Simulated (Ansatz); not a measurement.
# 160-atom supercell of beta-gallia Ga2O3

What do PBEsol, HSE06 and r²SCAN give for the perfect crystal in this cell, and at what cost?

Method: density functional theory in Ansatz 0.2.0, PAW datasets, plane waves.

### Step 1. The starting cell

160 atoms (64 Ga, 96 O); a = 12.277 Å, b = 12.189 Å, c = 11.621 Å, α = 90.00°, β = 103.72°, γ = 90.00°.

The runs, in order: (2) PBEsol cell relaxation at the single k point (½, ½, ½), on 1 × NVIDIA GB200 with 8 threads of Arm Neoverse-V2; (3) HSE06 single point at the Γ point alone, on 1 × NVIDIA GB200 with 8 threads of Arm Neoverse-V2; (4) r²SCAN single point at the Γ point alone, on 1 × NVIDIA GB200 with 8 threads of Arm Neoverse-V2.

### Step 2. Relaxing cell and atoms with PBEsol

Contents of in.yaml:

```yaml
crystal:
  lattice:
    - [12.277475, 0.000000, 0.000875]
    - [0.000000, 12.189025, 0.000000]
    - [-2.757181, 0.000000, 11.289146]
  atoms:
    - { symbol: Ga, position: [0.409519, 0.125000, 0.102359] }
    - { symbol: Ga, position: [0.409519, 0.125000, 0.602359] }
    - { symbol: Ga, position: [0.409519, 0.375000, 0.102359] }
    - { symbol: Ga, position: [0.409519, 0.375000, 0.602359] }
    - { symbol: Ga, position: [0.409519, 0.625000, 0.102359] }
    - { symbol: Ga, position: [0.409519, 0.625000, 0.602359] }
    - { symbol: Ga, position: [0.409519, 0.875000, 0.102359] }
    - { symbol: Ga, position: [0.409519, 0.875000, 0.602359] }
    - { symbol: Ga, position: [0.158769, 0.125000, 0.157225] }
    - { symbol: Ga, position: [0.158769, 0.125000, 0.657225] }
    - { symbol: Ga, position: [0.158769, 0.375000, 0.157225] }
    - { symbol: Ga, position: [0.158769, 0.375000, 0.657225] }
    - { symbol: Ga, position: [0.158769, 0.625000, 0.157225] }
    - { symbol: Ga, position: [0.158769, 0.625000, 0.657225] }
    - { symbol: Ga, position: [0.158769, 0.875000, 0.157225] }
    - { symbol: Ga, position: [0.158769, 0.875000, 0.657225] }
    - { symbol: Ga, position: [0.090481, 0.000000, 0.397641] }
    - { symbol: Ga, position: [0.090481, 0.000000, 0.897641] }
    - { symbol: Ga, position: [0.090481, 0.250000, 0.397641] }
    - { symbol: Ga, position: [0.090481, 0.250000, 0.897641] }
    - { symbol: Ga, position: [0.090481, 0.500000, 0.397641] }
    - { symbol: Ga, position: [0.090481, 0.500000, 0.897641] }
    - { symbol: Ga, position: [0.090481, 0.750000, 0.397641] }
    - { symbol: Ga, position: [0.090481, 0.750000, 0.897641] }
    - { symbol: Ga, position: [0.909519, 0.000000, 0.102359] }
    - { symbol: Ga, position: [0.909519, 0.000000, 0.602359] }
    - { symbol: Ga, position: [0.909519, 0.250000, 0.102359] }
    - { symbol: Ga, position: [0.909519, 0.250000, 0.602359] }
    - { symbol: Ga, position: [0.909519, 0.500000, 0.102359] }
    - { symbol: Ga, position: [0.909519, 0.500000, 0.602359] }
    - { symbol: Ga, position: [0.909519, 0.750000, 0.102359] }
    - { symbol: Ga, position: [0.909519, 0.750000, 0.602359] }
    - { symbol: Ga, position: [0.658769, 0.000000, 0.157225] }
    - { symbol: Ga, position: [0.658769, 0.000000, 0.657225] }
    - { symbol: Ga, position: [0.658769, 0.250000, 0.157225] }
    - { symbol: Ga, position: [0.658769, 0.250000, 0.657225] }
    - { symbol: Ga, position: [0.658769, 0.500000, 0.157225] }
    - { symbol: Ga, position: [0.658769, 0.500000, 0.657225] }
    - { symbol: Ga, position: [0.658769, 0.750000, 0.157225] }
    - { symbol: Ga, position: [0.658769, 0.750000, 0.657225] }
    - { symbol: Ga, position: [0.341231, 0.000000, 0.342775] }
    - { symbol: Ga, position: [0.341231, 0.000000, 0.842775] }
    - { symbol: Ga, position: [0.341231, 0.250000, 0.342775] }
    - { symbol: Ga, position: [0.341231, 0.250000, 0.842775] }
    - { symbol: Ga, position: [0.341231, 0.500000, 0.342775] }
    - { symbol: Ga, position: [0.341231, 0.500000, 0.842775] }
    - { symbol: Ga, position: [0.341231, 0.750000, 0.342775] }
    - { symbol: Ga, position: [0.341231, 0.750000, 0.842775] }
    - { symbol: Ga, position: [0.590481, 0.125000, 0.397641] }
    - { symbol: Ga, position: [0.590481, 0.125000, 0.897641] }
    - { symbol: Ga, position: [0.590481, 0.375000, 0.397641] }
    - { symbol: Ga, position: [0.590481, 0.375000, 0.897641] }
    - { symbol: Ga, position: [0.590481, 0.625000, 0.397641] }
    - { symbol: Ga, position: [0.590481, 0.625000, 0.897641] }
    - { symbol: Ga, position: [0.590481, 0.875000, 0.397641] }
    - { symbol: Ga, position: [0.590481, 0.875000, 0.897641] }
    - { symbol: Ga, position: [0.841231, 0.125000, 0.342775] }
    - { symbol: Ga, position: [0.841231, 0.125000, 0.842775] }
    - { symbol: Ga, position: [0.841231, 0.375000, 0.342775] }
    - { symbol: Ga, position: [0.841231, 0.375000, 0.842775] }
    - { symbol: Ga, position: [0.841231, 0.625000, 0.342775] }
    - { symbol: Ga, position: [0.841231, 0.625000, 0.842775] }
    - { symbol: Ga, position: [0.841231, 0.875000, 0.342775] }
    - { symbol: Ga, position: [0.841231, 0.875000, 0.842775] }
    - { symbol: O, position: [0.334742, 0.125000, 0.445235] }
    - { symbol: O, position: [0.334742, 0.125000, 0.945235] }
    - { symbol: O, position: [0.334742, 0.375000, 0.445235] }
    - { symbol: O, position: [0.334742, 0.375000, 0.945235] }
    - { symbol: O, position: [0.334742, 0.625000, 0.445235] }
    - { symbol: O, position: [0.334742, 0.625000, 0.945235] }
    - { symbol: O, position: [0.334742, 0.875000, 0.445235] }
    - { symbol: O, position: [0.334742, 0.875000, 0.945235] }
    - { symbol: O, position: [0.326766, 0.125000, 0.218614] }
    - { symbol: O, position: [0.326766, 0.125000, 0.718614] }
    - { symbol: O, position: [0.326766, 0.375000, 0.218614] }
    - { symbol: O, position: [0.326766, 0.375000, 0.718614] }
    - { symbol: O, position: [0.326766, 0.625000, 0.218614] }
    - { symbol: O, position: [0.326766, 0.625000, 0.718614] }
    - { symbol: O, position: [0.326766, 0.875000, 0.218614] }
    - { symbol: O, position: [0.326766, 0.875000, 0.718614] }
    - { symbol: O, position: [0.003724, 0.125000, 0.372015] }
    - { symbol: O, position: [0.003724, 0.125000, 0.872015] }
    - { symbol: O, position: [0.003724, 0.375000, 0.372015] }
    - { symbol: O, position: [0.003724, 0.375000, 0.872015] }
    - { symbol: O, position: [0.003724, 0.625000, 0.372015] }
    - { symbol: O, position: [0.003724, 0.625000, 0.872015] }
    - { symbol: O, position: [0.003724, 0.875000, 0.372015] }
    - { symbol: O, position: [0.003724, 0.875000, 0.872015] }
    - { symbol: O, position: [0.165258, 0.000000, 0.054765] }
    - { symbol: O, position: [0.165258, 0.000000, 0.554765] }
    - { symbol: O, position: [0.165258, 0.250000, 0.054765] }
    - { symbol: O, position: [0.165258, 0.250000, 0.554765] }
    - { symbol: O, position: [0.165258, 0.500000, 0.054765] }
    - { symbol: O, position: [0.165258, 0.500000, 0.554765] }
    - { symbol: O, position: [0.165258, 0.750000, 0.054765] }
    - { symbol: O, position: [0.165258, 0.750000, 0.554765] }
    - { symbol: O, position: [0.834742, 0.000000, 0.445235] }
    - { symbol: O, position: [0.834742, 0.000000, 0.945235] }
    - { symbol: O, position: [0.834742, 0.250000, 0.445235] }
    - { symbol: O, position: [0.834742, 0.250000, 0.945235] }
    - { symbol: O, position: [0.834742, 0.500000, 0.445235] }
    - { symbol: O, position: [0.834742, 0.500000, 0.945235] }
    - { symbol: O, position: [0.834742, 0.750000, 0.445235] }
    - { symbol: O, position: [0.834742, 0.750000, 0.945235] }
    - { symbol: O, position: [0.173234, 0.000000, 0.281386] }
    - { symbol: O, position: [0.173234, 0.000000, 0.781386] }
    - { symbol: O, position: [0.173234, 0.250000, 0.281386] }
    - { symbol: O, position: [0.173234, 0.250000, 0.781386] }
    - { symbol: O, position: [0.173234, 0.500000, 0.281386] }
    - { symbol: O, position: [0.173234, 0.500000, 0.781386] }
    - { symbol: O, position: [0.173234, 0.750000, 0.281386] }
    - { symbol: O, position: [0.173234, 0.750000, 0.781386] }
    - { symbol: O, position: [0.826766, 0.000000, 0.218614] }
    - { symbol: O, position: [0.826766, 0.000000, 0.718614] }
    - { symbol: O, position: [0.826766, 0.250000, 0.218614] }
    - { symbol: O, position: [0.826766, 0.250000, 0.718614] }
    - { symbol: O, position: [0.826766, 0.500000, 0.218614] }
    - { symbol: O, position: [0.826766, 0.500000, 0.718614] }
    - { symbol: O, position: [0.826766, 0.750000, 0.218614] }
    - { symbol: O, position: [0.826766, 0.750000, 0.718614] }
    - { symbol: O, position: [0.496276, 0.000000, 0.127985] }
    - { symbol: O, position: [0.496276, 0.000000, 0.627985] }
    - { symbol: O, position: [0.496276, 0.250000, 0.127985] }
    - { symbol: O, position: [0.496276, 0.250000, 0.627985] }
    - { symbol: O, position: [0.496276, 0.500000, 0.127985] }
    - { symbol: O, position: [0.496276, 0.500000, 0.627985] }
    - { symbol: O, position: [0.496276, 0.750000, 0.127985] }
    - { symbol: O, position: [0.496276, 0.750000, 0.627985] }
    - { symbol: O, position: [0.503724, 0.000000, 0.372015] }
    - { symbol: O, position: [0.503724, 0.000000, 0.872015] }
    - { symbol: O, position: [0.503724, 0.250000, 0.372015] }
    - { symbol: O, position: [0.503724, 0.250000, 0.872015] }
    - { symbol: O, position: [0.503724, 0.500000, 0.372015] }
    - { symbol: O, position: [0.503724, 0.500000, 0.872015] }
    - { symbol: O, position: [0.503724, 0.750000, 0.372015] }
    - { symbol: O, position: [0.503724, 0.750000, 0.872015] }
    - { symbol: O, position: [0.665258, 0.125000, 0.054765] }
    - { symbol: O, position: [0.665258, 0.125000, 0.554765] }
    - { symbol: O, position: [0.665258, 0.375000, 0.054765] }
    - { symbol: O, position: [0.665258, 0.375000, 0.554765] }
    - { symbol: O, position: [0.665258, 0.625000, 0.054765] }
    - { symbol: O, position: [0.665258, 0.625000, 0.554765] }
    - { symbol: O, position: [0.665258, 0.875000, 0.054765] }
    - { symbol: O, position: [0.665258, 0.875000, 0.554765] }
    - { symbol: O, position: [0.673234, 0.125000, 0.281386] }
    - { symbol: O, position: [0.673234, 0.125000, 0.781386] }
    - { symbol: O, position: [0.673234, 0.375000, 0.281386] }
    - { symbol: O, position: [0.673234, 0.375000, 0.781386] }
    - { symbol: O, position: [0.673234, 0.625000, 0.281386] }
    - { symbol: O, position: [0.673234, 0.625000, 0.781386] }
    - { symbol: O, position: [0.673234, 0.875000, 0.281386] }
    - { symbol: O, position: [0.673234, 0.875000, 0.781386] }
    - { symbol: O, position: [0.996276, 0.125000, 0.127985] }
    - { symbol: O, position: [0.996276, 0.125000, 0.627985] }
    - { symbol: O, position: [0.996276, 0.375000, 0.127985] }
    - { symbol: O, position: [0.996276, 0.375000, 0.627985] }
    - { symbol: O, position: [0.996276, 0.625000, 0.127985] }
    - { symbol: O, position: [0.996276, 0.625000, 0.627985] }
    - { symbol: O, position: [0.996276, 0.875000, 0.127985] }
    - { symbol: O, position: [0.996276, 0.875000, 0.627985] }
kpoints:
  mp_grid: { grid: [1, 1, 1], shift: [0.5, 0.5, 0.5] }
hamiltonian:
  xc: pbesol
scf:
  occupations: { method: fermi_dirac, width: 0.01 }
relax:
  f_tol: 0.03
  max_steps: 80
  escape_saddle: false
  adjacent_minimum: "off"
  cell: { fix: [alpha, beta, gamma] }
output:
  forces: true
  eigenvalues: true
  populations: true
```

On the command line:

```console
ansatz run in.yaml --threads 8 --pin off --max-ram 118750MiB --runs-dir r --events-out ev --progress --plain --backend cuda --devices 0, --max-vram 170GiB
```

The runs that follow: HSE06 on the final geometry; r²SCAN on the same atoms.

What does the calculation give? Wanted: for each run, top filled to lowest empty; energy; pressure.

**Answer**, as computed:

```
             level           time   k points  top filled to lowest empty (eV)  energy (eV/atom)  pressure (GPa)
PBEsol, relaxation    5.2 s (GPU)  (½, ½, ½)                             4.10        -1834.1872           -0.01
             HSE06  1.7 min (GPU)          Γ                             4.15        -1854.1398               -
            r²SCAN    5.8 s (GPU)          Γ                             2.98        -1857.7792               -
```

| quantity | value |
| --- | --- |
| relaxation | 4 recorded steps, 0.00 eV gained |
| largest shift | 0.00 Å |
| relaxed cell | a = 12.298 Å, b = 12.181 Å, c = 11.610 Å, α = 90.00°, β = 103.72°, γ = 90.00° |

The atoms kept their fractional positions, and energy and volume hardly changed. At the same k points, r²SCAN gives a spacing 1.17 eV smaller than the 4.15 eV of HSE06. The relaxation ran on other k points, so part of any difference from the later rows can come from the mesh. Exact exchange costs time: HSE06 ran about 18 times as long as r²SCAN on the same kind of device. With one k point the spacing samples only the states that fold onto it, so it can exceed the gap over the zone.
